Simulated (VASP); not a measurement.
# Ni3Ge (Pm-3m) in VASP: notebook

Aim: see how the results for Ni3Ge move with the level of theory and the settings. Levels: LDA, vdW-DF-cx. Tasks: single point, atomic charges.

Everything below comes from runs of VASP 6.6.1. Logs are shortened: lines on timing, memory, paths and dates and some standing lists are left out, and cuts for length are marked.

### 1 The crystal as given

It takes space group Pm-3m (No. 221, cubic). Conventional cell: a = 3.530 Å, b = 3.530 Å, c = 3.530 Å, α = 90.00°, β = 90.00°, γ = 90.00°. Around Ge (site symmetry m-3m) lie 12 Ni at 2.50 Å. Ni (site symmetry 4/mmm) is surrounded by 4 Ge at 2.50 Å and 8 Ni at 2.50 Å.

The cell comes from a database or a generator and needn't be the stable form of this composition.

### 2 Single point, LDA, collinear spin, ferromagnetic start

INCAR reads:

```
SYSTEM = Ni3Ge
  ALGO = Normal
  EDIFF = 1E-6
  ENCUT = 520
  GGA = CA
  ISIF = 2
  ISMEAR = 0
  ISPIN = 2
  LASPH = .True.
  LCHARG = .False.
  LMAXMIX = 4
  LORBIT = 11
  LREAL = .False.
  LWAVE = .False.
  MAGMOM = 0 1 1 1
  NBANDS = 43
  NELM = 150
  PREC = Accurate
  SIGMA = 0.02
```

KPOINTS reads:

```
k-points
0
Gamma
  8 8 8
  0 0 0
```

POSCAR reads:

```
Ni3Ge
1.0
    3.5303341067      0.0000000000      0.0000000000
    0.0000000000      3.5303341067      0.0000000000
    0.0000000000      0.0000000000      3.5303341067
Ge Ni
1 3
Cartesian
    0.0000000000      0.0000000000      0.0000000000
    1.7651670534      1.7651670534      0.0000000000
    0.0000000000      1.7651670534      1.7651670534
    1.7651670534      0.0000000000      1.7651670534
```

Potentials or basis: VASP PAW LDA potentials, release 64 (Ge_d, Ni_pv).

Started as:

```
$ cat potpaw_LDA.64/Ge_d/POTCAR potpaw_LDA.64/Ni_pv/POTCAR > POTCAR
$ mpirun -np 1 vasp_std > vasp.out
```

OUTCAR:

```text
SYSTEM = Ni3Ge
   EDIFF = 1E-6
   ENCUT = 520
   GGA = CA
   ISIF = 2
   ISMEAR = 0
   ISPIN = 2
   LASPH = .True.
   LORBIT = 11
   LREAL = .False.
   NELM = 150
   PREC = Accurate

 ion  position               nearest neighbor table
   1  0.000  0.000  0.000-   2 2.50   3 2.50   4 2.50   3 2.50   3 2.50   4 2.50   2 2.50   4 2.50
                             2 2.50   4 2.50   3 2.50   2 2.50
   2  0.500  0.500  0.000-   1 2.50   3 2.50   4 2.50   4 2.50   3 2.50   1 2.50   4 2.50   1 2.50
                             3 2.50   4 2.50   3 2.50   1 2.50
   3  0.000  0.500  0.500-   1 2.50   2 2.50   4 2.50   4 2.50   2 2.50   1 2.50   2 2.50   1 2.50
                             4 2.50   4 2.50   2 2.50   1 2.50
   4  0.500  0.000  0.500-   1 2.50   2 2.50   3 2.50   3 2.50   2 2.50   1 2.50   2 2.50   1 2.50
                             3 2.50   2 2.50   3 2.50   1 2.50

  LATTYP: Found a simple cubic cell.
 ALAT       =     3.5303341067

  Lattice vectors:

 A1 = (   3.5303341067,   0.0000000000,   0.0000000000)
 A2 = (   0.0000000000,   3.5303341067,   0.0000000000)
 A3 = (   0.0000000000,   0.0000000000,   3.5303341067)

Analysis of symmetry for initial positions (statically):
=====================================================================
 Subroutine PRICEL returns:
 Original cell was already a primitive cell.

 Routine SETGRP: Setting up the symmetry group for a
 simple cubic supercell.

 Subroutine GETGRP returns: Found 48 space group operations
 (whereof 48 operations were pure point group operations)
 out of a pool of 48 trial point group operations.

The static configuration has the point symmetry O_h .

Analysis of symmetry for dynamics (positions and initial velocities):
=====================================================================
 Subroutine PRICEL returns:
 Original cell was already a primitive cell.

 Routine SETGRP: Setting up the symmetry group for a
 simple cubic supercell.

 Subroutine GETGRP returns: Found 48 space group operations
 (whereof 48 operations were pure point group operations)
 out of a pool of 48 trial point group operations.

The dynamic configuration has the point symmetry O_h .

Analysis of structural, dynamic, and magnetic symmetry:
=====================================================================
 Subroutine PRICEL returns:
 Original cell was already a primitive cell.

 Routine SETGRP: Setting up the symmetry group for a
 simple cubic supercell.

 Subroutine GETGRP returns: Found 48 space group operations
 (whereof 48 operations were pure point group operations)
 out of a pool of 48 trial point group operations.

The overall configuration has the point symmetry O_h .

 Subroutine INISYM returns: Found 48 space group operations
 (whereof 48 operations are pure point group operations),
 and found     1 'primitive' translations

----------------------------------------------------------------------------------------

                                     Primitive cell

  volume of cell :      43.9995

  direct lattice vectors                    reciprocal lattice vectors
     3.530334107  0.000000000  0.000000000     0.283259309  0.000000000  0.000000000
     0.000000000  3.530334107  0.000000000     0.000000000  0.283259309  0.000000000
     0.000000000  0.000000000  3.530334107     0.000000000  0.000000000  0.283259309

  length of vectors
     3.530334107  3.530334107  3.530334107     0.283259309  0.283259309  0.283259309

  position of ions in fractional coordinates (direct lattice)
     0.000000000  0.000000000  0.000000000
     0.500000000  0.500000000  0.000000000
     0.000000000  0.500000000  0.500000000
     0.500000000  0.000000000  0.500000000

  ion indices of the primitive-cell ions
   primitive index   ion index
                 1           1
                 2           2
                 3           3
                 4           4

----------------------------------------------------------------------------------------

 KPOINTS: k-points

Automatic generation of k-mesh.
 Grid dimensions read from file:
[... 22 lines left out ...]
  0.000000  0.000000  0.000000      1.000000
  0.125000  0.000000  0.000000      6.000000
  0.250000  0.000000  0.000000      6.000000
  0.375000  0.000000  0.000000      6.000000
  0.500000  0.000000  0.000000      3.000000
  0.125000  0.125000  0.000000     12.000000
[... 16 lines left out ...]
  0.375000  0.375000  0.125000     24.000000
  0.500000  0.375000  0.125000     24.000000
 [... further k-points ...]
   k-points           NKPTS =     35   k-points in BZ     NKDIM =     35   number of bands    NBANDS=     43
   number of dos      NEDOS =    301   number of ions     NIONS =      4
   total plane-waves  NPLWV =  21952
   dimension x,y,z NGX =    28 NGY =   28 NGZ =   28
   dimension x,y,z NGXF=    56 NGYF=   56 NGZF=   56
   ions per type =               1   3
   NGX,Y,Z   is equivalent  to a cutoff of  13.19, 13.19, 13.19 a.u.
[... 18 lines left out ...]
   ISYM   =      2    0-nonsym 1-usesym 2-fastsym
   POTIM  = 0.5000    time-step for ionic-motion
   TEBEG  =    0.0;   TEEND  =   0.0 temperature during run
   PSTRESS=    0.0 pullay stress
   NELECT =      62.0000    total number of electrons
   NUPDOWN=      -1.0000    fix difference up-down
   EMIN   =  10.00;   EMAX   =-10.00  energy-range for DOS
   EFERMI =   0.00;   METHOD = LEGACY
   ISMEAR =     0;   SIGMA  =   0.02  broadening in eV -4-tet -1-fermi 0-gaus
   EFERMI_NEDOS =   21; number of points for ismear=-14 and -15
   IALGO  =     38    algorithm
   IMIX   =      4    mixing-type and parameters
     AMIX     =   0.40;   BMIX     =  1.00
     AMIX_MAG =   1.60;   BMIX_MAG =  1.00
  volume/ion in A,a.u.               =      11.00        74.23
  Fermi-wavevector in a.u.,A,eV,Ry     =   1.835367  3.468341 45.832205  3.368572
  Thomas-Fermi vector in A             =   2.888786
   LORBIT       =     11    0 simple, 1 ext, 2 COOP (PROOUT), +10 PAW based schemes
   GGA     = CA    functional components
   LHFCALC =     F    Hartree Fock is set to
   AEXX    =    0.0000 exact exchange contribution
   IVDW    =     0    specifies the selected vdW correction
   LEPSILON=     F    determine dielectric tensor
   LRPA    =     F    only Hartree local field effects (RPA)
 spin polarized calculation
 Gauss-broadening in eV      SIGMA  =   0.02
  energy-cutoff  :      520.00
  volume of cell :       44.00
 maximum number of plane-waves:      1213
 NGX is ok and might be reduce to    28
   NGX = 13   NGY = 13   NGZ = 13

 number of electron      61.9999902 magnetization      -0.0023792

 number of electron      61.9999902 magnetization       0.0012421

 Free energy of the ion-electron system (eV)
  ---------------------------------------------------
  ext. energy  EPLUGINS =         0.00000000
  ---------------------------------------------------
  free energy    TOTEN  =       -26.40412341 eV

  energy without entropy =      -26.40355185  energy(sigma->0) =      -26.40383763

 E-fermi :   8.9107     XC(G=0): -14.2687

 val. band max:        8.8338205162   @ k =   0.1250   0.1250   0.0000
 cond. band min:       8.9161324623   @ k =   0.5000   0.3750   0.3750
 fundamental gap:      0.0823119461
 Fermi energy:         8.9106744084

 spin component 1

 k-point     1 :       0.0000    0.0000    0.0000
  band No.  band energies     occupation
      1     -54.2019      1.00000
      2     -54.2019      1.00000
      3     -54.2019      1.00000
      4     -54.1495      1.00000
      5     -54.1495      1.00000
      6     -54.1495      1.00000
[... 1093 lines left out ...]
     42      24.0754      0.00000
     43      26.0970      0.00000

 [... further k-points ...]

 spin component 2

 k-point     1 :       0.0000    0.0000    0.0000
  band No.  band energies     occupation
      1     -54.2015      1.00000
      2     -54.2015      1.00000
      3     -54.2015      1.00000
      4     -54.1491      1.00000
      5     -54.1491      1.00000
      6     -54.1491      1.00000
[... 1093 lines left out ...]
     42      24.0756      0.00000
     43      26.0971      0.00000

 [... further k-points ...]

------------------------ aborting loop because EDIFF is reached ----------------------------------------

  FORCE on cell =-STRESS in cart. coord.  units (eV):
  Direction    XX          YY          ZZ          XY          YZ          ZX
  --------------------------------------------------------------------------------------
  -------------------------------------------------------------------------------------
  Total       -2.3619427     -2.3619427     -2.3619427      0.0000000     -0.0000000      0.0000000
  in kB      -86.0067463    -86.0067463    -86.0067463      0.0000000     -0.0000000      0.0000000
  external PRESSURE =     -86.0067463 kB  Pullay stress =       0.0000000 kB

 VOLUME and BASIS-vectors are now :
 -----------------------------------------------------------------------------
  energy-cutoff  :      520.00
  volume of cell :       44.00
      direct lattice vectors                 reciprocal lattice vectors
     3.530334107  0.000000000  0.000000000     0.283259309  0.000000000  0.000000000
     0.000000000  3.530334107  0.000000000     0.000000000  0.283259309  0.000000000
     0.000000000  0.000000000  3.530334107     0.000000000  0.000000000  0.283259309

 POSITION                                       TOTAL-FORCE (eV/Angst)
 -----------------------------------------------------------------------------------
      0.00000      0.00000      0.00000         0.000000      0.000000      0.000000
      1.76517      1.76517      0.00000         0.000000      0.000000      0.000000
      0.00000      1.76517      1.76517         0.000000      0.000000      0.000000
      1.76517      0.00000      1.76517         0.000000      0.000000      0.000000
 -----------------------------------------------------------------------------------
    total drift:                               -0.000000     -0.000000     -0.000000

  FREE ENERGIE OF THE ION-ELECTRON SYSTEM (eV)
  ---------------------------------------------------
  free  energy   TOTEN  =       -26.4041234070 eV

  energy  without entropy=      -26.4035518510  energy(sigma->0) =      -26.40383763

 total charge

# of ion       s       p       d       tot
------------------------------------------
    1        1.101   1.244  10.144  12.488
    2        0.305   6.257   8.061  14.623
    3        0.305   6.257   8.061  14.623
    4        0.305   6.257   8.061  14.623
--------------------------------------------------
tot          2.014  20.015  34.328  56.357

 magnetization (x)

# of ion       s       p       d       tot
------------------------------------------
    1       -0.000  -0.000  -0.000  -0.000
    2       -0.000  -0.000   0.000   0.000
    3       -0.000  -0.000   0.000   0.000
    4       -0.000  -0.000   0.000   0.000
--------------------------------------------------
tot         -0.000  -0.000   0.001   0.001
```

It took 51 s on 1 thread of Intel Xeon 6975P-C (Granite Rapids), shared host; peak memory 0.21 GiB.

Results:

```
Free energy                                           : -26.4041 eV
Pressure                                              : -8.6 GPa
Band gap on the k mesh                                : none (metal or under the smearing width)
Net moment                                            : 0.00 μB per cell
Valence electrons inside the program's atomic spheres : Ge 12.49; Ni 14.62
```

Levels at points of the mesh, in eV from the Fermi level:
Spin up:
| k point | band 29 | band 30 | band 31 | band 32 | band 33 | band 34 |
| --- | --- | --- | --- | --- | --- | --- |
| (0.00, 0.00, 0.00) | -0.59 | -0.29 | 0.01 | 0.01 | 0.01 | 3.89 |
| (0.50, 0.00, 0.00) | -1.15 | -0.54 | 0.02 | 3.61 | 3.61 | 4.58 |
| (0.50, 0.50, 0.00) | -1.12 | -0.96 | -0.96 | 0.63 | 0.63 | 5.69 |
| (0.50, 0.50, 0.50) | -1.18 | -0.51 | -0.22 | -0.22 | -0.22 | 0.66 |
Spin down:
```tsv
k point	band 27	band 28	band 29	band 30	band 31	band 32	band 33	band 34	band 35	band 36
(0.00, 0.00, 0.00)	-0.97	-0.59	-0.59	-0.29	0.01	0.01	0.01	3.89	6.92	6.92
(0.50, 0.00, 0.00)	-1.33	-1.26	-1.15	-0.54	0.02	3.61	3.61	4.58	5.78	5.78
(0.50, 0.50, 0.00)	-1.42	-1.21	-1.12	-0.96	-0.96	0.63	0.63	5.69	6.44	8.69
(0.50, 0.50, 0.50)	-1.34	-1.18	-1.18	-0.51	-0.22	-0.22	-0.22	0.66	4.21	4.21
```

### 3 Single point, LDA, collinear spin, ferromagnetic start

run.py reads:

```python
from ase.calculators.vasp import Vasp
from ase.dft.bandgap import bandgap
from ase.io import read

atoms = read('Ni3Ge.cif')
atoms.set_initial_magnetic_moments([0.0, 1.0, 1.0, 1.0])
calc = Vasp(
    directory='calc',
    xc='lda',
    pp='LDA',
    setups='materialsproject',
    prec='Accurate',
    encut=520,
    ediff=1e-06,
    ismear=0,
    sigma=0.02,
    lreal=False,
    lasph=True,
    nelm=100,
    algo='Normal',
    isif=2,
    lwave=False,
    lcharg=False,
    ispin=2,
    lorbit=11,
    lmaxmix=4,
    kpts=[8, 8, 8],
    gamma=True,
    nbands=43,
)
atoms.calc = calc

print('energy (eV):', atoms.get_potential_energy())
print('free energy (eV):', atoms.get_potential_energy(force_consistent=True))
print('forces (eV/A):')
print(atoms.get_forces())
print('stress (eV/A^3, Voigt):', atoms.get_stress())
print('Fermi level (eV):', calc.get_fermi_level())
print('moment (muB):', atoms.get_magnetic_moment())
print('site moments (muB):', atoms.get_magnetic_moments())
gap, top, bottom = bandgap(calc)
print('band gap (eV):', gap, 'from (spin, k, band)', top, 'to', bottom)
```

Ni3Ge.cif reads:

```cif
data_Ni3Ge
_cell_length_a 3.53033411
_cell_length_b 3.53033411
_cell_length_c 3.53033411
_cell_angle_alpha 90.00000000
_cell_angle_beta 90.00000000
_cell_angle_gamma 90.00000000
_space_group_name_H-M_alt 'P1'
_space_group_name_Hall 'P 1'
_space_group_IT_number 1
loop_
_space_group_symop_operation_xyz
'x,y,z'
loop_
_atom_site_label
_atom_site_type_symbol
_atom_site_symmetry_multiplicity
_atom_site_Wyckoff_symbol
_atom_site_fract_x
_atom_site_fract_y
_atom_site_fract_z
_atom_site_occupancy
Ge1 Ge 1 a 0.0000000000 0.0000000000 0.0000000000 1
Ni1 Ni 1 a 0.5000000000 0.5000000000 0.0000000000 1
Ni2 Ni 1 a 0.0000000000 0.5000000000 0.5000000000 1
Ni3 Ni 1 a 0.5000000000 0.0000000000 0.5000000000 1
```

Potentials or basis: VASP PAW LDA potentials, release 64 (Ge_d, Ni_pv).

Started as:

```
$ python run.py
```

Wall time 49 s (1 thread of Intel Xeon 6975P-C (Granite Rapids), shared host); peak memory 0.21 GiB.

It converged, with:

| Quantity | Value |
| --- | --- |
| Free energy | -26.4041 eV |
| Pressure | -8.6 GPa |
| Band gap on the k mesh | none (metal or under the smearing width) |
| Net moment | 0.00 μB per cell |
| Valence electrons inside the program's atomic spheres | Ge 12.49; Ni 14.62 |

Levels at points of the mesh, in eV from the Fermi level:
Spin up:
```
           k point  band 28  band 29  band 30  band 31  band 32  band 33  band 34  band 35
(0.00, 0.00, 0.00)    -0.59    -0.59    -0.29     0.01     0.01     0.01     3.89     6.92
(0.50, 0.00, 0.00)    -1.26    -1.15    -0.54     0.02     3.61     3.61     4.58     5.78
(0.50, 0.50, 0.00)    -1.21    -1.12    -0.96    -0.96     0.63     0.63     5.69     6.44
(0.50, 0.50, 0.50)    -1.18    -1.18    -0.51    -0.22    -0.22    -0.22     0.66     4.21
```
Spin down:
| k point | band 27 | band 28 | band 29 | band 30 | band 31 | band 32 | band 33 | band 34 | band 35 | band 36 |
| --- | --- | --- | --- | --- | --- | --- | --- | --- | --- | --- |
| (0.00, 0.00, 0.00) | -0.97 | -0.59 | -0.59 | -0.29 | 0.01 | 0.01 | 0.01 | 3.89 | 6.92 | 6.92 |
| (0.50, 0.00, 0.00) | -1.33 | -1.26 | -1.15 | -0.54 | 0.02 | 3.61 | 3.61 | 4.58 | 5.78 | 5.78 |
| (0.50, 0.50, 0.00) | -1.42 | -1.21 | -1.12 | -0.96 | -0.96 | 0.63 | 0.63 | 5.69 | 6.44 | 8.69 |
| (0.50, 0.50, 0.50) | -1.34 | -1.18 | -1.18 | -0.51 | -0.22 | -0.22 | -0.22 | 0.66 | 4.21 | 4.21 |

### 4 Atomic charges, vdW-DF-cx, collinear spin, ferromagnetic start

INCAR reads:

```
  AGGAC = 0.0
  ALGO = Fast
  EDIFF = 1E-6
  ENCUT = 520
  GGA = CX
  ISIF = 2
  ISMEAR = 0
  ISPIN = 2
  LASPH = T
  LCHARG = F
  LMAXMIX = 4
  LORBIT = 11
  LREAL = F
  LUSE_VDW = T
  LWAVE = F
  MAGMOM = 0 1 1 1
  NELM = 120
  PREC = Accurate
  SIGMA = 0.01
```

Ni3Ge.cif reads:

```cif
data_Ni3Ge
_cell_length_a 3.53033411
_cell_length_b 3.53033411
_cell_length_c 3.53033411
_cell_angle_alpha 90.00000000
_cell_angle_beta 90.00000000
_cell_angle_gamma 90.00000000
_space_group_name_H-M_alt 'Pm-3m'
_space_group_name_Hall '-P 4 2 3'
_space_group_IT_number 221
loop_
_space_group_symop_operation_xyz
'x,y,z'
'-x,-y,-z'
'-y,x,z'
'y,-x,-z'
'-x,-y,z'
'x,y,-z'
'y,-x,z'
'-y,x,-z'
'x,-y,-z'
'-x,y,z'
'-y,-x,-z'
'y,x,z'
'-x,y,-z'
'x,-y,z'
'y,x,-z'
'-y,-x,z'
'z,x,y'
'-z,-x,-y'
'z,-y,x'
'-z,y,-x'
'z,-x,-y'
'-z,x,y'
'z,y,-x'
'-z,-y,x'
'-z,x,-y'
'z,-x,y'
'-z,-y,-x'
'z,y,x'
'-z,-x,y'
'z,x,-y'
'-z,y,x'
'z,-y,-x'
'y,z,x'
'-y,-z,-x'
'x,z,-y'
'-x,-z,y'
'-y,z,-x'
'y,-z,x'
'-x,z,y'
'x,-z,-y'
'-y,-z,x'
'y,z,-x'
'-x,-z,-y'
'x,z,y'
'y,-z,-x'
'-y,z,x'
'x,-z,y'
'-x,z,-y'
loop_
_atom_site_label
_atom_site_type_symbol
_atom_site_symmetry_multiplicity
_atom_site_Wyckoff_symbol
_atom_site_fract_x
_atom_site_fract_y
_atom_site_fract_z
_atom_site_occupancy
Ge1 Ge 1 a 0.0000000000 0.0000000000 0.0000000000 1
Ni1 Ni 3 c 0.5000000000 0.5000000000 0.0000000000 1
```

KPOINTS reads:

```
k-points
0
Gamma
  8 8 8
```

POSCAR reads:

```
Ge Ni
 1.0000000000000000
     3.5303341100000001    0.0000000000000000    0.0000000000000000
     0.0000000000000000    3.5303341100000001    0.0000000000000000
     0.0000000000000000    0.0000000000000000    3.5303341100000001
 Ge  Ni 
   1   3
Cartesian
  0.0000000000000000  0.0000000000000000  0.0000000000000000
  1.7651670550000000  1.7651670550000000  0.0000000000000000
  0.0000000000000000  1.7651670550000000  1.7651670550000000
  1.7651670550000000  0.0000000000000000  1.7651670550000000
```

Potentials or basis: VASP PAW PBE potentials, release 54 (Ge_d, Ni).

Started as:

```
$ ase convert -i cif -o vasp Ni3Ge.cif POSCAR
$ cat potpaw_PBE.54/Ge_d/POTCAR potpaw_PBE.54/Ni/POTCAR > POTCAR
$ mpirun -np 1 vasp_std > vasp.out
```

Run time: 60 s. Hardware: 1 thread of Intel Xeon 6975P-C (Granite Rapids), shared host; peak memory 0.37 GiB.

Results (log left out):

```yaml
Free_energy: -11.7774 eV
Pressure: 0.8 GPa
Band_gap_on_the_k_mesh: none (metal or under the smearing width)
Net_moment: 0.00 μB per cell
Valence_electrons_inside_the_program's_atomic_spheres: Ge 12.48; Ni 9.46
```

Levels at points of the mesh, in eV from the Fermi level:
Spin up:
| k point | band 18 | band 19 | band 20 | band 21 | band 22 | band 23 | band 24 | band 25 | band 26 | band 27 |
| --- | --- | --- | --- | --- | --- | --- | --- | --- | --- | --- |
| (0.00, 0.00, 0.00) | -0.97 | -0.61 | -0.61 | -0.31 | 0.01 | 0.01 | 0.01 | 3.92 | 6.90 | 6.90 |
| (0.50, 0.00, 0.00) | -1.31 | -1.27 | -1.16 | -0.56 | 0.02 | 3.60 | 3.60 | 4.65 | 5.79 | 5.79 |
| (0.50, 0.50, 0.00) | -1.43 | -1.22 | -1.12 | -0.96 | -0.95 | 0.62 | 0.62 | 5.68 | 6.48 | 8.69 |
| (0.50, 0.50, 0.50) | -1.36 | -1.18 | -1.18 | -0.49 | -0.22 | -0.22 | -0.22 | 0.66 | 4.21 | 4.21 |
Spin down:
| k point | band 20 | band 21 | band 22 | band 23 | band 24 | band 25 |
| --- | --- | --- | --- | --- | --- | --- |
| (0.00, 0.00, 0.00) | -0.61 | -0.31 | 0.01 | 0.01 | 0.01 | 3.92 |
| (0.50, 0.00, 0.00) | -1.16 | -0.56 | 0.02 | 3.60 | 3.60 | 4.65 |
| (0.50, 0.50, 0.00) | -1.12 | -0.96 | -0.95 | 0.62 | 0.62 | 5.68 |
| (0.50, 0.50, 0.50) | -1.18 | -0.49 | -0.22 | -0.22 | -0.22 | 0.66 |

Caveat: the PAW data sets were made with another functional, which shifts forces and pressure a little.
